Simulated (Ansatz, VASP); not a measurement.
# One calculation of NaCl, two programs

```
Na Cl
1.0
     2.87894    0.00000    0.00000
     0.00000    2.87894    0.00000
     0.00000    0.00000    2.87894
Na Cl
1 1
Cartesian
  0.0000 0.0000 0.0000
  1.4395 1.4395 1.4395
```

Change from the starting cell: volume scaled by 1.02, PAW files.

Alike in both runs: task electric field gradients; functional PBE; k mesh 9 × 9 × 9; occupations fermi-dirac, width 0.03 eV; no spin polarisation.

|  | VASP | Ansatz |
| --- | --- | --- |
| version | VASP 6.6.1 | Ansatz 0.2.0 |
| potentials or method | VASP PAW PBE potentials, release 64 (Na_pv, Cl) | PAW with Ansatz's default frozen-core files, scalar-relativistic |
| plane-wave cutoff (eV) | 520 | 420 |
| valence electrons in the cell | 14 | 16 |

Ansatz gave:

```
gap on the k mesh at the Fermi level (eV)                      : 4.79
pressure (GPa)                                                 : 60.0
Vzz of the field gradient on the site that differs most (V/Å²) : 0.0
```

Task: Estimate VASP's values.

Result: gap on the k mesh at the Fermi level (eV): 4.84; pressure (GPa): 60.2; Vzz of the field gradient on the site that differs most (V/Å²): 0.0.

The functional is the same, so the differences come from potentials, cutoffs and numerics. The two sets of potentials don't hold the same shells in valence.

Caveats: the cell as given lies far from equilibrium; so large a pressure means that the cell lies far from this level's equilibrium, or that cutoff or potentials fall short (VASP); an odd mesh through Γ misses points on the zone boundary, where band edges often lie.
